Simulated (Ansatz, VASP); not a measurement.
# GdO: VASP beside Ansatz

```xyz
2
Lattice="2.8018 0.0000 0.0000 0.0000 2.8018 0.0000 0.0000 0.0000 2.8018" Properties=species:S:1:pos:R:3 pbc="T T T"
Gd    0.0000    0.0000    0.0000
O     1.4009    1.4009    1.4009
```

The cell comes from a database or a generator and needn't be the stable form of this composition.

Alike in both runs: functional r2SCAN; k mesh 9 × 9 × 9; occupations fermi-dirac, width 0.05 eV; collinear spin; Hubbard terms Gd f U = 8.0 eV.

|  | VASP | Ansatz |
| --- | --- | --- |
| version | VASP 6.6.1 | Ansatz 0.2.0 |
| potentials or method | VASP PAW PBE potentials, release 64 (Gd, O) | Ansatz PAW |
| plane-wave cutoff (eV) | 520 | 500 |
| valence electrons in the cell | 24 | 24 |
| task | single point | projected density of states |

```csv
,VASP,Ansatz,Ansatz less VASP
gap on the k mesh at the Fermi level (eV),none,none,-
net moment per atom (μB),3.81,3.80,-0.005
size of the moment on the site where the two differ most (μB),0.06,0.02,-0.032
```

Site moments also hang on the region over which each program counts them. The programs project onto different local orbitals, so the same U acts differently. A gap of «none» marks a metal or a gap that the smearing closes.

Caveats: spin-orbit coupling is left out, which moves the levels of the heavy elements; a cell with one magnetic atom can't hold antiferromagnetic order, which such compounds often take; the magnetic or orbital state may not be the lowest (Ansatz); the density of states is complete only up to the lowest level of the last band computed (Ansatz). The state reached can hang on the start; a lower one may exist.
